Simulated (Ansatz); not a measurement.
**TlCl: reading a single point**

```
Tl Cl
1.0
     3.87445    0.00000    0.00000
     0.00000    3.87445    0.00000
     0.00000    0.00000    3.87445
Tl Cl
1 1
Direct
  0.00000 0.00000 0.00000
  0.50000 0.50000 0.50000
```

Single point in Ansatz 0.2.0 with PBE, no spin polarisation. Cutoff 420 eV, PAW datasets, 7×7×7 Γ-centred k mesh, fermi-dirac filling (width 0.1 eV).

(1) What is the formation energy?

(2) Metal or insulator? Give the gap.

(3) What do density and ELF say about some of the short contacts?

(4) How is the charge shared?

(5) Which orbitals make up the band edges?

Origin: a database entry at a rescaled volume. Caveats: no spin-orbit coupling, which can shift this gap by tenths of an eV; the mesh misses a band edge that the path finds.

## Answers

(1) -1.01 eV an atom against the elements' usual phases (free molecules for gases, crystals otherwise, with no correction for O₂ or N₂), so it is bound against them; other compounds may still compete. Relaxing would lower it.

(2) The gap is 2.15 eV, direct at the points sampled. A semilocal functional usually gives too small a gap.

(3) Tl–Cl at 3.36 Å: least valence density 0.09 e/Å³ and ELF 0.08 there, a closed-shell (ionic or weak) contact. Tl–Tl at 3.87 Å: least valence density 0.04 e/Å³ and ELF 0.03 there, so no covalent bond. Cl–Cl at 3.87 Å: least valence density 0.04 e/Å³ and ELF 0.02 there, so no covalent bond. Both are smooth PAW fields, read partly inside the augmentation spheres.

(4) Bader charges in e: Tl +0.71, Cl -0.71. In the mean Tl gives up most and Cl takes most.

(5) Within 0.7 eV of the edges, the states project mainly on Cl p (75 %) and Tl s (22 %) below the gap and on Tl p (81 %) above it.
